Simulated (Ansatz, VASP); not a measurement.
BN in VASP and in Ansatz

File INCAR:

```
PREC     = Accurate       # precision mode
ENCUT    = 520            # plane-wave cutoff, eV
EDIFF    = 1E-6           # SCF threshold, eV
ISMEAR   = 0              # smearing method
SIGMA    = 0.05           # smearing width, eV
LREAL    = False          # projectors in reciprocal space
LASPH    = True           # aspherical terms in the spheres
NELM     = 80             # most SCF steps
ALGO     = Normal         # electronic algorithm
ISIF     = 2              # what is computed and relaxed
LWAVE    = False          # write WAVECAR
LCHARG   = False          # write CHGCAR
GGA      = PE             # functional
IVDW     = 12             # dispersion correction
NBANDS   = 16             # bands
```

File KPOINTS:

```
regular mesh
0
Gamma
  12 12 4
```

The input POSCAR:

```
BN
1.0
    2.5415515799      0.0000000000      0.0000000000
   -1.2707757900      2.1685204268      0.0000000000
    0.0000000000      0.0000000000      6.6612000000
B N
2 2
Direct
    0.3333333333      0.6666666667      0.2500000000
    0.6666666667      0.3333333333      0.7500000000
    0.3333333333      0.6666666667      0.7500000000
    0.6666666667      0.3333333333      0.2500000000
```

Input for Ansatz:

```yaml
crystal:
  lattice:
    - [2.5415515799, 0.0, 0.0]
    - [-1.27077579, 2.1685204268, 0.0]
    - [0.0, 0.0, 6.6612]
  atoms:
    - { symbol: B, position: [0.3333333333, 0.6666666667, 0.25] }
    - { symbol: B, position: [0.6666666667, 0.3333333333, 0.75] }
    - { symbol: "N", position: [0.3333333333, 0.6666666667, 0.75] }
    - { symbol: "N", position: [0.6666666667, 0.3333333333, 0.25] }
basis:
  ecutwfc: 420
kpoints:
  mp_grid: { grid: [12, 12, 4] }
hamiltonian:
  xc: pbe
  dispersion: d3bj
scf:
  occupations: { method: gaussian, width: 0.05 }
output:
  forces: true
  stress: true
  eigenvalues: true
  write_density: true
  write_potential: true
  elf: true
  volumetric_format: npy
```

Change from the starting cell: strain +0.0150 x Voigt [1, 0, 0, 0, 0, 0], atoms carried along.

Alike in both runs: task single point; functional PBE; dispersion D3(BJ); k mesh 12 × 12 × 4; occupations gaussian, width 0.05 eV; no spin polarisation.

|  | VASP | Ansatz |
| --- | --- | --- |
| version | VASP 6.6.1 | Ansatz 0.2.0 |
| potentials or method | VASP PAW PBE potentials, release 64 (B, N) | scalar-relativistic, plane waves, PAW |
| plane-wave cutoff (eV) | 520 | 420 |
| valence electrons in the cell | 16 | 16 |

|  | VASP | Ansatz | Ansatz less VASP |
| --- | --- | --- | --- |
| gap on the k mesh at the Fermi level (eV) | 4.19 | 4.20 | +0.007 |
| least direct gap on the mesh (eV) | 4.59 | 4.59 | +0.003 |
| pressure (GPa) | -4.4 | -4.5 | -0.07 |
| largest component of the traceless stress (GPa) | 7.42 | 7.51 | +0.081 |
| rms of the force components (eV/Å) | 0.098 | 0.097 | -0.0002 |

Atom by atom the forces differ by 0.000 eV/Å (rms over components).

A k mesh can miss the band edges.
